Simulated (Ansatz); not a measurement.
Ansatz input

```yaml
crystal:
  lattice:
    - [2.4117587661, 0.0, 0.0]
    - [0.0, 2.4117587661, 0.0]
    - [0.0, 0.0, 2.4117587661]
  atoms:
    - { symbol: Cr, position: [0.0, 0.0, 0.0], spin: 1.5 }
hamiltonian:
  xc: revpbe
  pseudopotentials:
    kind: paw
    azcp:
      Cr: "pseudopotentials/Cr.paw.azcp"
basis:
  ecutwfc: 420
  fft_grid_basis: typed
kpoints:
  mp_grid: { grid: [15, 15, 15], shift: [0, 0, 0] }
magnetization:
  spin_polarized: true
scf:
  occupations: { method: fermi_dirac, width: 0.05 }
  lower_state_search: "off"
output:
  stress: true
  write_density: true
  write_potential: true
  elf: true
  volumetric_format: npy
```

and its output:

```
Engine: ansatz 0.2.0, aarch64-unknown-linux-gnu
Pseudopotentials: kind: paw
Pseudopotential: Cr, paw, valence charge 14, recommended cutoff 420 eV (normal) 
Functional definition: revPBE
  parameter kappa = 1.245
  parameter beta = 0.06672455060314922
  exchange = pbe_x(kappa = kappa, mu = beta*pi^2/3)
  correlation = pbe_c(beta = beta)
Crystal: 1 atoms, lattice volume = 14.028 Å³
Basis set: ecut = 420 eV, 257 PW (Γ)
Bands: 12, of which v1, the nominal top of the filled ones, is band 7 counted from 1 (6 counted from 0)
Symmetry: 48 space group operations
Space group: Pm-3m (ITA 221), of the structure as read, at distance tolerance 2.4e-5 Å
Magnetic group: BNS 221.92 (UNI 1594), of the structure as read, at distance tolerance 2.4e-5 Å
k-points: 120 of 3375
Non-local potential: Cr, projectors of the file, l = 0: 3, l = 1: 2, l = 2: 3, l = 3: 1
PAW form: soft (Blöchl's): semilocal exchange-correlation on the pseudo side does not see the compensation charge
PAW frozen core: Cr, regenerated for the run's functional, and the local potential with it (the file was generated under x = pbe(κ = 0.804, μ = 0.2195149727645171), c = pbe(β = 0.06672455060314922))
PAW one-centre angular grid: Cr, 590 points (default); XC on 64 Gauss nodes
Initial density: superposition of atomic densities (chi_scale 0.1, normalization cell)
Starting moments: Σ|m| = 1.5 μB on 1 of 1 site
Initial wavefunctions: pseudopotential atomic-orbital guess
Functional: x = revpbe(κ = 1.245, μ = 0.2195149727645171), c = pbe(β = 0.06672455060314922)
SCF iter   1: F=—  HF=-3380.731502 eV  |F-HF|=—  |Δ(HF+E_count)|=         —  Δρ=1.78e-1 (↑1.78e-1 ↓4.55e-2)  dr2=4.23e0  dr2_m=1.03e0  M=0.563 μB ∫|m|=0.568 μB  β_m=0.30  ethr=3.10e-3  ⟨swp⟩=3.5  Hψ=13277  notcnv=0
SCF iter   2: F=—  HF=-3380.001607 eV  |F-HF|=—  |Δ(HF+E_count)|=   7.30e-1  Δρ=1.03e-1 (↑1.03e-1 ↓3.97e-2)  dr2=1.09e0  dr2_m=5.01e-1  M=0.551 μB ∫|m|=0.559 μB  β_m=0.30  ethr=3.10e-3  ⟨swp⟩=2.8  Hψ=7374  notcnv=0  defer=89
SCF iter   3: F=—  HF=-3379.811139 eV  |F-HF|=—  |Δ(HF+E_count)|=   1.90e-1  Δρ=4.85e-2 (↑4.18e-2 ↓4.85e-2)  dr2=4.25e-2  dr2_m=2.37e-1  M=0.549 μB ∫|m|=0.558 μB  β_m=0.30  ethr=3.10e-3  ⟨swp⟩=2.8  Hψ=5569  notcnv=0  defer=89
SCF iter   4: F=—  HF=-3379.821730 eV  |F-HF|=—  |Δ(HF+E_count)|=   1.06e-2  Δρ=3.63e-2 (↑3.63e-2 ↓3.16e-2)  dr2=2.74e-3  dr2_m=1.48e-1  M=0.512 μB ∫|m|=0.521 μB  β_m=0.30  ethr=3.03e-4  ⟨swp⟩=2.2  Hψ=7028  notcnv=0  defer=60
SCF iter   5: F=—  HF=-3379.837656 eV  |F-HF|=—  |Δ(HF+E_count)|=   1.59e-2  Δρ=2.72e-2 (↑2.59e-2 ↓2.72e-2)  dr2=3.79e-4  dr2_m=9.05e-2  M=0.484 μB ∫|m|=0.492 μB  β_m=0.30  ethr=1.96e-5  ⟨swp⟩=2.3  Hψ=5415  notcnv=0  defer=60
SCF iter   6: F=—  HF=-3379.849684 eV  |F-HF|=—  |Δ(HF+E_count)|=   1.20e-2  Δρ=2.18e-2 (↑2.17e-2 ↓2.18e-2)  dr2=1.54e-5  dr2_m=6.08e-2  M=0.451 μB ∫|m|=0.459 μB  β_m=0.30  ethr=2.71e-6  ⟨swp⟩=2.0  Hψ=5532  notcnv=0  defer=60
...
SCF iter  19: F=-3379.878774 eV  HF=-3379.878774 eV  |F-HF|=1.23e-11  |Δ(HF+E_count)|=   1.20e-9  Δρ=5.68e-7 (↑5.68e-7 ↓4.97e-7)  dr2=3.52e-12  dr2_m=3.33e-11  M=0.000 μB ∫|m|=0.000 μB  β_m=0.85  ethr=1.00e-12  ⟨swp⟩=3.1  Hψ=11422  notcnv=0
SCF iter  20: F=-3379.878774 eV  HF=-3379.878774 eV  |F-HF|=1.82e-12  |Δ(HF+E_count)|=  1.11e-10  Δρ=1.58e-7 (↑1.06e-7 ↓1.58e-7)  dr2=9.45e-13  dr2_m=1.79e-12  M=0.000 μB ∫|m|=0.000 μB  ethr=1.00e-12  ⟨swp⟩=3.1  Hψ=9933  notcnv=0
WARN: the starting moments were not kept: the SCF closed with an absolute magnetisation of 1.5e-5 μB, where they sum to 1.5 μB in size (1 site). That is at most 0.1 of that sum. Measured as dr2_m measures the in/out step, that magnetisation stands 2.2e-10 eV from none, at or under the dr2_threshold of 1.0e-7 eV: it is no larger than a step whose dr2_m would equal this threshold. The system may hold no moment; this SCF shows only that its start led to no more than that. To try another start: raise the starting moments (crystal.atoms[].spin, magnetization.per_species, magnetization.initial_magnetization, or on a non-collinear deck that types none of these the spinor_matrix: blocks that start its atoms; where the total moment is fixed, keep their sum and leave initial_magnetization as it is; typed ones take the place of any that the run laid by itself, positive ones on a crystal's lanthanoids without a Hubbard term where scf.initial_density.shell_occupations: [] is typed) or, if the notice of its spin-set hold's release reads "site moments contracting" or "site moments show no strong build", lengthen the hold (scf.mixing.spin_hold: { on: { confirm: 4 } }; for m-r²SCAN on two components see the key's manual first). Each may lead to a state that holds a moment. A second SCF, from the converged charge density, with the starting moments and any scf.initial_density.shell_occupations laid on it anew, would have followed, and was not run: the deck does not ask for one (magnetization.retry_lost_moments is false, the default). To let it run, set magnetization.retry_lost_moments: true and run the deck again, where that key's refused combinations let it; where memory then withholds it, that run's warning says so.
SCF 1 converged in 20 iterations: F = -3379.878774 eV  dr2 = 9.45e-13
SCF converged after 20 iterations
Magnetization: 0.0000 μB (7.0000 up, 7.0000 down)
Absolute magnetization: 0.0000 μB (∫|ρ↑−ρ↓|, with the PAW one-centre terms)
Spin contamination: 0.0000 ħ² per cell (⟨S²⟩ above its minimum at these occupations)
Per-site moments (μB) at R_I (Å): [(1.4013379670898278e-5, 0.9948504910162502)]
Free energy (F): -3379.878774 eV
Harris-Foulkes:  -3379.878774 eV  (|F-HF|=1.82e-12)
Internal energy: -3379.862092 eV  (E = F + TS)
E sigma→0 (E₀):  -3379.870433 eV
Entropy (-TS):   -0.016682 eV (-16.682 meV/atom)
Fermi energy:    15.537212 eV
--- Per-component energies (eV) ---
  E_band       = -195.350691
  E_kinetic    = 342.234453
  E_local      = -1407.953984  (includes V_loc(G=0)·N_el)
  E_nonlocal   = 80.029242
  E_hartree    = 604.364553
  E_xc         = -138.729321
  E_vxc        = -176.668500  (∫ρ·V_xc dr)
  E_paw        = -1199.615151  (= ΣΔE_a)
  E_vpaw       = -241.721442  (= ΣTr[D̂ρ^β])
  E_aug_tail   = 0.000473  (compensation charges beyond the density's cutoff)
  E_ewald      = -1660.155934
  E_core_change = -0.036424  (= ΣΔE_core)
  E_smearing   = -0.016682  (= −TS)
  E_closure    = -0.000000  (closes the sum)
  Σ components = -3379.878774   (vs F -3379.878774, Δ=0.00e0)
--- Stress (GPa, compression-positive) ---
      -10.916561       0.000000       0.000000
        0.000000     -10.916561       0.000000
        0.000000       0.000000     -10.916561
  P = ⅓ Tr σ = -10.9166 GPa (-109.166 kbar)
--- Band table (eV; the first three rows and the last of 240) ---
  k-point 0 ↑: bands = ["-56.2371", "-27.0842", "-27.0842", "-27.0842", "8.5210", "12.7332", "12.7332", "17.7615", "17.7615", "17.7615", "34.0153", "34.0153"]
  k-point 1 ↑: bands = ["-56.2321", "-27.1193", "-27.0813", "-27.0813", "8.6526", "12.7605", "12.8215", "17.6765", "17.6765", "17.7681", "32.7321", "34.2103"]
  k-point 2 ↑: bands = ["-56.2180", "-27.2177", "-27.0729", "-27.0729", "9.0351", "12.8385", "13.0763", "17.4427", "17.4427", "17.7867", "30.4551", "34.7748"]
  k-point 119 ↓: bands = ["-55.9049", "-27.6530", "-27.6518", "-27.6518", "13.0085", "13.0761", "13.0761", "18.8330", "18.8330", "26.5430", "27.7224", "28.3810"]
```
